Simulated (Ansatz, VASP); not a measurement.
This is a calculation of I for Ansatz 0.2.0.

The input input.yaml:

```yaml
crystal:
  lattice:
    - [2.504040393, -3.6565292694, 0.0]
    - [2.504040393, 3.6565292694, 0.0]
    - [-1.5989684376, 0.0, 2.3489168547]
  atoms:
    - { symbol: I, position: [0.5, 0.5, 0.5] }
hamiltonian:
  xc: pbe
  pseudopotentials: { kind: paw }
kpoints:
  mp_grid: { grid: [7, 7, 11] }
scf:
  occupations: { method: fermi_dirac, width: 0.05 }
output:
  forces: true
  stress: true
  eigenvalues: true
```

Potentials or basis: Ansatz PAW.

Command:

```console
$ ansatz run input.yaml --threads 2 --pin off --max-ram 5120MiB --backend cpu --events-out ev --progress --plain --runs-dir out
```

Q: Translate it to VASP 6.6.1. Potentials there: VASP PAW PBE potentials, release 64 (I).

A: As run (the cutoff follows the program's own potentials):

INCAR

```
PREC = Accurate
ENCUT = 520
EDIFF = 1E-7
ISMEAR = -1
SIGMA = 0.05
LREAL = False
LASPH = True
NELM = 60
ALGO = Normal
ISIF = 2
LWAVE = False
LCHARG = False
GGA = PE
NBANDS = 10
```

Contents of KPOINTS:

```
Automatic mesh
0
Gamma
  7 7 11
```

Contents of POSCAR:

```
I
1.0
    2.5040403930     -3.6565292694      0.0000000000
    2.5040403930      3.6565292694      0.0000000000
   -1.5989684376      0.0000000000      2.3489168547
I
1
Direct
    0.5000000000      0.5000000000      0.5000000000
```

Potentials or basis: VASP PAW PBE potentials, release 64 (I).

Run with:

```sh
$ cat potpaw_PBE.64/I/POTCAR > POTCAR
$ mpirun -np 1 vasp_std > vasp.out
```

Both were run:

|  | VASP | Ansatz | Ansatz less VASP |
| --- | --- | --- | --- |
| gap on the k mesh at the Fermi level (eV) | none | none | - |
| pressure (GPa) | 2.2 | 2.2 | +0.06 |
| largest component of the traceless stress (GPa) | 1.80 | 1.91 | +0.113 |

A gap of «none» marks a metal or a gap that the smearing closes. The two sets of potentials don't hold the same shells in valence.

Caveats: an odd number of electrons without spin polarisation forces a metal; a magnetic or distorted state may lie lower. The runs have no spin-orbit coupling, so splittings on I are missing.
